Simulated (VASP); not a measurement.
Here is a VASP 6.6.1 calculation.

Contents of POSCAR:

```
SiC
1.0
   -0.0000000000      2.0192163132      2.0192163132
    2.0192163132     -0.0000000000      2.0192163132
    2.0192163132      2.0192163132     -0.0000000000
  Si              C
     1     1
Direct
     0.0000000000000000    0.0000000000000000    0.0000000000000000
     0.5000000000000000    0.5000000000000000    0.5000000000000000
```

The input INCAR.step1:

```
ALGO = Normal
EDIFF = 1E-8
EDIFFG = -0.002
ENCUT = 600
GGA = PS
IBRION = 2
ISIF = 3
ISMEAR = 0
LASPH = T
LCHARG = F
LREAL = F
LWAVE = F
NELM = 80
NSW = 40
PREC = Accurate
PSTRESS = -15.0
SIGMA = 0.03
```

INCAR.step2

```
ALGO = Normal
EDIFF = 1E-8
ENCUT = 600
GGA = PS
IBRION = 6
ISIF = 2
ISMEAR = 0
LASPH = T
LCHARG = F
LREAL = F
LWAVE = F
NELM = 80
NFREE = 2
NSW = 1
POTIM = 0.015
PREC = Accurate
PSTRESS = -15.0
SIGMA = 0.03
```

File KPOINTS:

```
k-points
0
Gamma
  12 12 12
```

Potentials or basis: VASP PAW PBE potentials, release 64 (Si, C).

Launch:

```bash
$ cat potpaw_PBE.64/Si/POTCAR potpaw_PBE.64/C/POTCAR > POTCAR
$ cp INCAR.step1 INCAR
$ mpirun -np 1 vasp_std > vasp.out
$ cp CONTCAR POSCAR
$ cp INCAR.step2 INCAR
$ mpirun -np 1 vasp_std > vasp.out
```

Task: Predict the highest phonon frequency at Γ, LO-TO splitting left out.

Result: 413 cm⁻¹.

Task: Estimate the relaxed volume.

Result: 8.28 Å³/atom.

Task: What does it give for the relaxed cell?

Result: a = 2.861 Å, b = 2.861 Å, c = 2.861 Å, α = 60.00°, β = 60.00°, γ = 60.00°.

Phonon frequencies in cm⁻¹ (negative: imaginary):
```
              q point        frequencies
(0.000, 0.000, 0.000)  0 0 0 413 413 413
```

Caveat: the PAW data sets were made with another functional, which shifts forces and pressure a little.
